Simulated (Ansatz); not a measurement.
Level of theory: DFT PBE, scalar-relativistic, plane waves, PAW (Ansatz). Settings: cutoff 420 eV, Γ-centred meshes spaced at most about 0.3 Å⁻¹, and about 0.25 Å⁻¹ or finer for metals (2π included), Gaussian smearing. No spin polarisation.

Temperature and zero-point effects are left out.

Two relaxed structures of B₂As₃:

1.

```cif
data_structure
_symmetry_space_group_name_H-M 'P-1'
_symmetry_Int_Tables_number 2
_cell_length_a 3.4604
_cell_length_b 3.4648
_cell_length_c 14.9677
_cell_angle_alpha 89.581
_cell_angle_beta 89.681
_cell_angle_gamma 60.056
_cell_volume 155.50
loop_
_atom_site_label
_atom_site_type_symbol
_atom_site_symmetry_multiplicity
_atom_site_Wyckoff_symbol
_atom_site_fract_x
_atom_site_fract_y
_atom_site_fract_z
_atom_site_occupancy
B1 B 2 i 0.17165 0.65934 0.81645 1
B2 B 2 i 0.84253 0.32647 0.62997 1
As1 As 2 i 0.31788 0.36531 0.94850 1
As2 As 2 i 0.83880 0.32681 0.77009 1
As3 As 2 i 0.51003 0.99382 0.58655 1
```

2.

```cif
data_structure
_symmetry_space_group_name_H-M 'Cmc2_1'
_symmetry_Int_Tables_number 36
_cell_length_a 9.8893
_cell_length_b 6.1715
_cell_length_c 5.1851
_cell_angle_alpha 90.000
_cell_angle_beta 90.000
_cell_angle_gamma 90.000
_cell_volume 316.46
loop_
_atom_site_label
_atom_site_type_symbol
_atom_site_symmetry_multiplicity
_atom_site_Wyckoff_symbol
_atom_site_fract_x
_atom_site_fract_y
_atom_site_fract_z
_atom_site_occupancy
B1 B 8 b 0.33722 0.33507 0.42248 1
As1 As 4 a 0.50000 0.17683 0.62889 1
As2 As 8 b 0.16659 0.84025 0.02677 1
```

**Question.** Which form is favoured at zero pressure, and by what margin per atom?

**Answer.** Cell 1 is lower, by 97 meV/atom. Cell 1 has B and As ordered on diamond sites, space group P-1 (No. 2), 15.5 Å³/atom and no gap on its mesh; cell 2 has space group Cmc2_1 (No. 36), 15.8 Å³/atom and no gap. Cell 1 holds As–As nets (shortest 2.45 Å); in cell 2 the shortest As–As distance is 2.83 Å, near bonding range too. Even the lower one lies +0.21 eV/atom against the reference forms of the elements (uncorrected), so neither is stable at this level. In cell 1, B on its first site is surrounded by 4 As at 2.12–2.16 Å; B on its second site has 4 As at 2.10 Å; around As on its first site lie 1 B at 2.16 Å, 2 As at 2.45–2.46 Å and 1 As at 2.67 Å; 2 more sites not described. In cell 2, B has 4 As at 2.05–2.17 Å; As on a site of symmetry m has 2 B at 2.17 Å; As on a site of symmetry 1 is surrounded by 3 B at 2.05–2.08 Å. Origin: cell 1, invented, then shaken at random and relaxed again; cell 2, invented.

Cells relaxed within their symmetry can be saddle points.
